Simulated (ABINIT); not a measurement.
# Ir (Fm-3m) in ABINIT: a series of runs, part 2 of 2

ABINIT 10.8.3 (patched build).

## 3. Equation of state, PBE

Contents of run.abi:

```
# Datasets: one volume each
ndtset 7
getwfk -1
scalecart1 3*0.9795861087
scalecart2 3*0.9864848297
scalecart3 3*0.9932883884
scalecart4 3*1.0000000000
scalecart5 3*1.0066227096
scalecart6 3*1.0131594038
scalecart7 3*1.0196128224

# Pseudopotentials
pp_dirpath "./"
pseudos "Ir.upf"

# Structure
acell 2.7090675001 2.7090675001 2.7090675001 Angstrom
rprim
     0.0000000000     0.7071067812     0.7071067812
     0.7071067812     0.0000000000     0.7071067812
     0.7071067812     0.7071067812     0.0000000000
ntypat 1
znucl 77
natom 1
typat 1
xred
     0.0000000000     0.0000000000     0.0000000000

# Plane-wave basis
ecut 34.0

# k points
kptopt 1
ngkpt 12 12 12
nshiftk 1
shiftk 0.0 0.0 0.0

# Exchange and correlation
ixc 11

# Bands and occupations
nband 13
occopt 3
tsmear 0.00183747

# SCF cycle
nstep 100
tolvrs 1.0e-10

# Output
iomode 3
prtwf 1
prtden 0
prteig 0
prtebands 0
enunit 1
```

Potentials or basis: PseudoDojo NC SR PBE v0.4.1 standard.

Command:

```console
$ abinit run.abi > log 2>&1
```

run.abo:

```text
.Version 10.8.3 of ABINIT
 DATASET    1 : space group Fm -3 m (#225); Bravais cF (face-center cubic)
================================================================================
 Values of the parameters that define the memory need for DATASET  1.
     intxc =       0    ionmov =       0      iscf =       7    lmnmax =       8
     lnmax =       8     mgfft =      30  mpssoang =       4    mqgrid =    3001
     natom =       1  nloc_mem =       1    nspden =       1   nspinor =       1
    nsppol =       1      nsym =      48    n1xccc =    2501    ntypat =       1
    occopt =       3   xclevel =       2
       mpw =         872          nfft =       27000          nkpt =          72
================================================================================
================================================================================
[... 61 lines left out ...]
 DATASET    7 : space group Fm -3 m (#225); Bravais cF (face-center cubic)
================================================================================
 Values of the parameters that define the memory need for DATASET  7.
     intxc =       0    ionmov =       0      iscf =       7    lmnmax =       8
     lnmax =       8     mgfft =      30  mpssoang =       4    mqgrid =    3001
     natom =       1  nloc_mem =       1    nspden =       1   nspinor =       1
    nsppol =       1      nsym =      48    n1xccc =    2501    ntypat =       1
    occopt =       3   xclevel =       2
       mpw =         964          nfft =       27000          nkpt =          72
================================================================================
================================================================================

--------------------------------------------------------------------------------
------------- Echo of variables that govern the present computation ------------
--------------------------------------------------------------------------------
 -outvars: echo values of preprocessed input variables --------
            acell      5.1193956318E+00  5.1193956318E+00  5.1193956318E+00 Bohr
              amu      1.92220000E+02
             ecut      3.40000000E+01 Hartree
           enunit           1
           getwfk          -1
                       outvar_i_n : Printing only first  50 k-points.
              ixc          11
           jdtset        1    2    3    4    5    6    7
                       outvar_i_n : Printing only first  50 k-points.
         kptrlatt       12    0    0      0   12    0      0    0   12
          kptrlen1     6.01786662E+01
          kptrlen2     6.06024735E+01
          kptrlen3     6.10204348E+01
          kptrlen4     6.14327476E+01
          kptrlen5     6.18395988E+01
          kptrlen6     6.22411659E+01
          kptrlen7     6.26376172E+01
            natom           1
            nband          13
           ndtset           7
            ngfft          30      30      30
             nkpt          72
            nstep         100
             nsym          48
           ntypat           1
                       prtocc : prtvol=0, do not print more k-points.
           occopt           3
           prtden           0
        prtebands           0
           prteig           0
            rprim1     0.0000000000E+00  6.9267198023E-01  6.9267198023E-01
                       6.9267198023E-01  0.0000000000E+00  6.9267198023E-01
                       6.9267198023E-01  6.9267198023E-01  0.0000000000E+00
            rprim2     0.0000000000E+00  6.9755011263E-01  6.9755011263E-01
                       6.9755011263E-01  0.0000000000E+00  6.9755011263E-01
                       6.9755011263E-01  6.9755011263E-01  0.0000000000E+00
            rprim3     0.0000000000E+00  7.0236095512E-01  7.0236095512E-01
                       7.0236095512E-01  0.0000000000E+00  7.0236095512E-01
                       7.0236095512E-01  7.0236095512E-01  0.0000000000E+00
            rprim4     0.0000000000E+00  7.0710678120E-01  7.0710678120E-01
                       7.0710678120E-01  0.0000000000E+00  7.0710678120E-01
                       7.0710678120E-01  7.0710678120E-01  0.0000000000E+00
            rprim5     0.0000000000E+00  7.1178974407E-01  7.1178974407E-01
                       7.1178974407E-01  0.0000000000E+00  7.1178974407E-01
                       7.1178974407E-01  7.1178974407E-01  0.0000000000E+00
            rprim6     0.0000000000E+00  7.1641188486E-01  7.1641188486E-01
                       7.1641188486E-01  0.0000000000E+00  7.1641188486E-01
                       7.1641188486E-01  7.1641188486E-01  0.0000000000E+00
            rprim7     0.0000000000E+00  7.2097514092E-01  7.2097514092E-01
                       7.2097514092E-01  0.0000000000E+00  7.2097514092E-01
                       7.2097514092E-01  7.2097514092E-01  0.0000000000E+00
          spgroup         225
           tolvrs      1.00000000E-10
           tsmear      1.83747000E-03 Hartree
            typat      1
                       outvars : Printing only first  50 k-points.
            znucl       77.00000

================================================================================

 chkinp: Checking input parameters for consistency, jdtset=   1.

 chkinp: Checking input parameters for consistency, jdtset=   2.
[... 36 lines left out ...]
 getcut : COMMENT -
  Note that boxcut > 2.2 ; recall that boxcut=Gcut(box)/Gcut(sphere) = 2
  is sufficient for exact treatment of convolution.
  Such a large boxcut is a waste : you could raise ecut
  e.g. ecut=   44.248003 Hartrees makes boxcut=2

--- Pseudopotential description ------------------------------------------------
- pspini: atom type   1  psp file is ./Ir.upf
12 -101130 3 -1 1310                          pspcod,pspxc,lmax,lloc,mmax
     nproj     2     2     2     2

   4.70446538E+02                                ecore*ucvol(ha*bohr**3)
--------------------------------------------------------------------------------

================================================================================

--- !BeginCycle
iteration_state: {dtset: 1, }
solver: {iscf: 7, nstep: 100, nline: 4, wfoptalg: 0, }
tolerances: {tolvrs: 1.00E-10, }
...
[... 973 lines left out ...]
-Cartesian components of stress tensor (GPa)         [Pressure= -9.9757E+00 GPa]
- sigma(1 1)=  9.97566956E+00  sigma(3 2)=  0.00000000E+00
- sigma(2 2)=  9.97566956E+00  sigma(3 1)=  0.00000000E+00
- sigma(3 3)=  9.97566956E+00  sigma(2 1)=  0.00000000E+00

== END DATASET(S) ==============================================================
================================================================================

 -outvars: echo values of variables after computation  --------
            acell      5.1193956318E+00  5.1193956318E+00  5.1193956318E+00 Bohr
           etotal1    -1.1515527929E+02
           etotal2    -1.1515746329E+02
           etotal3    -1.1515898954E+02
           etotal4    -1.1515993127E+02
           etotal5    -1.1516035318E+02
           etotal6    -1.1516031309E+02
           etotal7    -1.1515986300E+02
            fcart1    -0.0000000000E+00 -0.0000000000E+00 -0.0000000000E+00
            fcart2    -0.0000000000E+00 -0.0000000000E+00 -0.0000000000E+00
            fcart3    -0.0000000000E+00 -0.0000000000E+00 -0.0000000000E+00
            fcart4    -0.0000000000E+00 -0.0000000000E+00 -0.0000000000E+00
            fcart5    -0.0000000000E+00 -0.0000000000E+00 -0.0000000000E+00
            fcart6    -0.0000000000E+00 -0.0000000000E+00 -0.0000000000E+00
            fcart7    -0.0000000000E+00 -0.0000000000E+00 -0.0000000000E+00
            rprim1     0.0000000000E+00  6.9267198023E-01  6.9267198023E-01
                       6.9267198023E-01  0.0000000000E+00  6.9267198023E-01
                       6.9267198023E-01  6.9267198023E-01  0.0000000000E+00
[... 17 lines left out ...]
                       7.2097514092E-01  7.2097514092E-01  0.0000000000E+00
           strten1    -1.3356932431E-03 -1.3356932431E-03 -1.3356932431E-03
                       0.0000000000E+00  0.0000000000E+00  0.0000000000E+00
           strten2    -9.6852147748E-04 -9.6852147748E-04 -9.6852147748E-04
                       0.0000000000E+00  0.0000000000E+00  0.0000000000E+00
           strten3    -6.4198807032E-04 -6.4198807032E-04 -6.4198807032E-04
                       0.0000000000E+00  0.0000000000E+00  0.0000000000E+00
           strten4    -3.5168425648E-04 -3.5168425648E-04 -3.5168425648E-04
                       0.0000000000E+00  0.0000000000E+00  0.0000000000E+00
           strten5    -9.3656327660E-05 -9.3656327660E-05 -9.3656327660E-05
                       0.0000000000E+00  0.0000000000E+00  0.0000000000E+00
           strten6     1.3559049163E-04  1.3559049163E-04  1.3559049163E-04
                       0.0000000000E+00  0.0000000000E+00  0.0000000000E+00
           strten7     3.3906611662E-04  3.3906611662E-04  3.3906611662E-04
                       0.0000000000E+00  0.0000000000E+00  0.0000000000E+00
 Calculation completed.
```

It took 2 min on 1 thread of Arm Neoverse V2, shared host; peak memory 0.12 GiB.

What came out:

| Property | Result |
| --- | --- |
| Equilibrium volume | 14.45 Å³/atom |
| Bulk modulus | 351 GPa |
| Pressure derivative of the bulk modulus | 5.0 |

Energy against volume, from the lowest point:
| volume (Å³/atom) | energy (meV/atom) |
| --- | --- |
| 13.215 | 138.07 |
| 13.496 | 78.64 |
| 13.778 | 37.11 |
| 14.059 | 11.48 |
| 14.340 | 0.00 |
| 14.621 | 1.09 |
| 14.902 | 13.34 |

Caveat: pressures at fixed basis lie under the slope of the energies.

## 4. Equation of state, BLYP

Changes to run.abi since step 3:

```diff
@@ -13,6 +13,6 @@
 pp_dirpath "./"
-pseudos "Ir.upf"
+pseudos "Ir.GGA_PBE-JTH.xml"
 
 # Structure
-acell 2.7090675001 2.7090675001 2.7090675001 Angstrom
+acell 5.1193956283 5.1193956283 5.1193956283
 rprim
@@ -29,3 +29,4 @@
 # Plane-wave basis
-ecut 34.0
+ecut 17.0
+pawecutdg 34.0
 
@@ -38,6 +39,6 @@
 # Exchange and correlation
-ixc 11
+ixc -106131
 
 # Bands and occupations
-nband 13
+nband 12
 occopt 3
@@ -47,3 +48,3 @@
 nstep 100
-tolvrs 1.0e-10
+tolvrs 1.0e-9
 
@@ -55,2 +56,2 @@
 prtebands 0
-enunit 1
+enunit 2
```

Potentials or basis: JTH PAW PBE v2.0.

Command:

```console
$ abinit run.abi > log 2>&1
```

run.abo:

```text
.Version 10.8.3 of ABINIT
 DATASET    1 : space group Fm -3 m (#225); Bravais cF (face-center cubic)
================================================================================
 Values of the parameters that define the memory need for DATASET  1.
     intxc =       0    ionmov =       0      iscf =      17    lmnmax =      18
     lnmax =       6     mgfft =      20  mpssoang =       3    mqgrid =    3001
     natom =       1  nloc_mem =       2    nspden =       1   nspinor =       1
    nsppol =       1      nsym =      48    n1xccc =       1    ntypat =       1
    occopt =       3   xclevel =       2
       mpw =         310          nfft =        8000          nkpt =          72
 PAW method is used; the additional fine FFT grid is defined by:
   mgfftf=        30    nfftf =     27000
================================================================================
================================================================================
[... 71 lines left out ...]
 DATASET    7 : space group Fm -3 m (#225); Bravais cF (face-center cubic)
[... 1407 lines left out ...]
            fcart6    -0.0000000000E+00 -0.0000000000E+00 -0.0000000000E+00
            fcart7    -0.0000000000E+00 -0.0000000000E+00 -0.0000000000E+00
            rprim1     0.0000000000E+00  6.9267198023E-01  6.9267198023E-01
                       6.9267198023E-01  0.0000000000E+00  6.9267198023E-01
                       6.9267198023E-01  6.9267198023E-01  0.0000000000E+00
[... 17 lines left out ...]
                       7.2097514092E-01  7.2097514092E-01  0.0000000000E+00
           strten1    -2.0471652841E-03 -2.0471652841E-03 -2.0471652841E-03
                       0.0000000000E+00  0.0000000000E+00  0.0000000000E+00
           strten2    -1.6510492736E-03 -1.6510492736E-03 -1.6510492736E-03
                       0.0000000000E+00  0.0000000000E+00  0.0000000000E+00
           strten3    -1.3006864651E-03 -1.3006864651E-03 -1.3006864651E-03
                       0.0000000000E+00  0.0000000000E+00  0.0000000000E+00
           strten4    -9.8858231877E-04 -9.8858231877E-04 -9.8858231877E-04
                       0.0000000000E+00  0.0000000000E+00  0.0000000000E+00
           strten5    -7.0860690607E-04 -7.0860690607E-04 -7.0860690607E-04
                       0.0000000000E+00  0.0000000000E+00  0.0000000000E+00
           strten6    -4.5649323320E-04 -4.5649323320E-04 -4.5649323320E-04
                       0.0000000000E+00  0.0000000000E+00  0.0000000000E+00
           strten7    -2.3592835734E-04 -2.3592835734E-04 -2.3592835734E-04
                       0.0000000000E+00  0.0000000000E+00  0.0000000000E+00
 Calculation completed.
```

It took 44 s on 1 thread of Arm Neoverse V2, shared host; peak memory 0.13 GiB.

What came out:

| Quantity | Value |
| --- | --- |
| Equilibrium volume | 15.24 Å³/atom (rough: see the caveat) |
| Bulk modulus | 296 GPa (rough) |

Energy against volume, from the lowest point:
| volume (Å³/atom) | energy (meV/atom) |
| --- | --- |
| 13.215 | 322.37 |
| 13.496 | 226.96 |
| 13.778 | 150.80 |
| 14.059 | 91.72 |
| 14.340 | 47.91 |
| 14.621 | 17.88 |
| 14.902 | 0.00 |

Caveat: pressures at fixed basis lie under the slope of the energies; the minimum lies outside the volumes run; the PAW data sets were made with another functional, which shifts forces and pressure a little; the atomic spheres overlap. The run has no spin-orbit coupling, so splittings on Ir are missing.

## 5. Summary

| level | potentials or basis | cutoff (eV) | fine-grid cutoff | V0 of scaled cells (Å³/atom) | B0 (GPa) |
| --- | --- | --- | --- | --- | --- |
| BLYP+D3 | JTH PAW PBE v2.0 | 463 | 925.187 eV | 14.33 | 350 |
| PBE | PseudoDojo NC SR PBE v0.4.1 standard | 925 | - | 14.45 | 351 |
| BLYP | JTH PAW PBE v2.0 | 463 | 925.187 eV | - | - |

Alike in all rows: task equation of state; no spin polarisation; cell as given; k mesh 12 × 12 × 12; smearing fermi-dirac 0.05 eV.

Caveats: pressures at fixed basis lie under the slope of the energies; the PAW data sets were made with another functional, which shifts forces and pressure a little (some runs); the atomic spheres overlap (some runs); the minimum lies outside the volumes run (some runs).

Absolute energies hang on the potentials; compare differences alone.
